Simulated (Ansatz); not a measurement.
# 4 guesses for PtSe₂ and where they end

These are results of DFT PBE, scalar-relativistic, plane waves, PAW (Ansatz 0.2.0), not measurements. All cells share a 420 eV cutoff and Γ-centred k meshes spaced at most about 0.3 Å⁻¹ (about 0.25 or finer for metals, 2π included). No spin polarisation in the final relaxations.

Each guess was relaxed in cell and atoms at zero pressure, within the symmetry of its start. These are static total energies at zero pressure. Coordination counts Se atoms around Pt (those within 1.25 times the shortest such distance or 1.15 times the sum of covalent radii, 1.27 where that leaves under three; a plus sign parts nearer from farther groups).

```json
{"guess": "1", "made from": "random cell", "start group": "P4/mmm", "V start (Å³/atom)": "28.4", "end group": "P4/mmm", "V end (Å³/atom)": "20.8", "coordination at the end": "Pt 8", "gap on mesh (eV)": "0", "E over the lowest end (meV/atom)": "685"}
{"guess": "2", "made from": "random cell", "start group": "Pba2", "V start (Å³/atom)": "25.6", "end group": "Cmm2", "V end (Å³/atom)": "26.7", "coordination at the end": "Pt 4", "gap on mesh (eV)": "0", "E over the lowest end (meV/atom)": "571"}
{"guess": "3", "made from": "a cell as deposited in COD", "start group": "P-3m1", "V start (Å³/atom)": "20.3", "end group": "P-3m1 (cadmium iodide)", "V end (Å³/atom)": "26.5", "coordination at the end": "Pt 6", "gap on mesh (eV)": "0.89", "E over the lowest end (meV/atom)": "0"}
{"guess": "4", "made from": "random cell", "start group": "P-6m2", "V start (Å³/atom)": "24.7", "end group": "?", "V end (Å³/atom)": "?", "coordination at the end": "?", "gap on mesh (eV)": "?", "E over the lowest end (meV/atom)": "?"}
```

Guess 4 as it starts:

```yaml
crystal:
  lattice:
    - [5.01124, 0.00000, 0.00000]
    - [-2.50562, 4.33986, 0.00000]
    - [0.00000, 0.00000, 6.81360]
  atoms:
    - { symbol: Pt, position: [0.33333, 0.66667, 0.18227] }
    - { symbol: Pt, position: [0.33333, 0.66667, 0.81773] }
    - { symbol: Se, position: [0.81062, 0.18938, 0.50000] }
    - { symbol: Se, position: [0.81062, 0.62124, 0.50000] }
    - { symbol: Se, position: [0.37876, 0.18938, 0.50000] }
    - { symbol: Se, position: [0.66667, 0.33333, 0.00000] }
```

Task: Fill in the missing row: what does this guess relax into, and where does it rank?

Result: It ends in space group P-6m2 (No. 187), with a = 5.359 Å, c = 5.333 Å, 22.1 Å³/atom and no gap. It lies 1.25 eV/atom over the lowest end, above guess 1 and so the highest of the set. Counting Se atoms around Pt, this end has Pt 6+3 and the lowest (guess 3) has Pt 6.

```
Pt Se
1.0
     5.35886    0.00000    0.00000
    -2.67943    4.64091    0.00000
     0.00000    0.00000    5.33326
Pt Se
2 4
Cartesian
  0.0000 3.0939 1.3419
  0.0000 3.0939 3.9914
  4.0383 0.7624 2.6666
  2.6794 3.1161 2.6666
  1.3206 0.7624 2.6666
  2.6794 1.5470 0.0000
```

Formation energies are uncorrected and refer to the elements' standard structures at the same level.

Task: Is the lowest end bound against the elements?

Result: Yes: its formation energy is −0.398 eV/atom. It lies below the elements, which doesn't yet make it stable against other compounds or structures.

Weakly bound directions are ill-defined at this level, which has no dispersion term (P-3m1, Cmm2), and this can change margins and order among such cells. These runs have no spin–orbit coupling, which can matter for Pt. Kohn–Sham gaps at this level usually fall short of measured ones. The reference form of Se is held partly by dispersion forces, which this level lacks. Cells relaxed within their symmetry can be saddle points. Some candidate types were left out of the draw beforehand, so a known form may be missing.

The cadmium iodide form wins clearly, as expected for Pt(IV): octahedral coordination lets the low-spin d⁶ shell fill the t2g-derived levels and leaves the Pt–Se antibonding eg states empty. Its lead of 571 meV/atom over the next end is probably too large for interlayer attraction to overturn.

The gap of 0.89 eV, however, disagrees with the known semimetallic character of bulk PtSe₂. The cell swells from 20.3 to 26.5 Å³/atom, which suggests that the layers have drifted apart for want of dispersion. This weakens the interlayer Se p overlap that broadens the bands and closes the gap in the bulk, so the value describes nearly separate layers rather than the compressed-together crystal.

In guess 4, the count of 6+3 overstates the bonding: the coordinates place all these Se atoms well beyond a normal Pt–Se bond length, while the Pt atoms form close-spaced chains along c. Lost Pt–Se bonding probably accounts for much of its high energy, which the short Pt–Pt contacts do not make up.
